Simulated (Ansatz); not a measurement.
Results of PBEsol (PAW; Ansatz, a first-principles code) for rutile RuO2.

Run with plane-wave cutoff 500 eV, 10×8×1 k mesh (along the axes of the cell as run), Fermi–Dirac smearing 0.05 eV, scalar-relativistic PAW data made under PBE.

Q: Give the computed surface energy of the (101) face and work function of the (101) face.

A: 
surface energy of the (101) face: 1.51 J/m²
work function of the (101) face: 5.17 eV

The slab of 36 atoms is relaxed and unreconstructed.

Static lattice: no zero-point or thermal effects.

It cost around 50 core-minutes (rough) of CPU time.
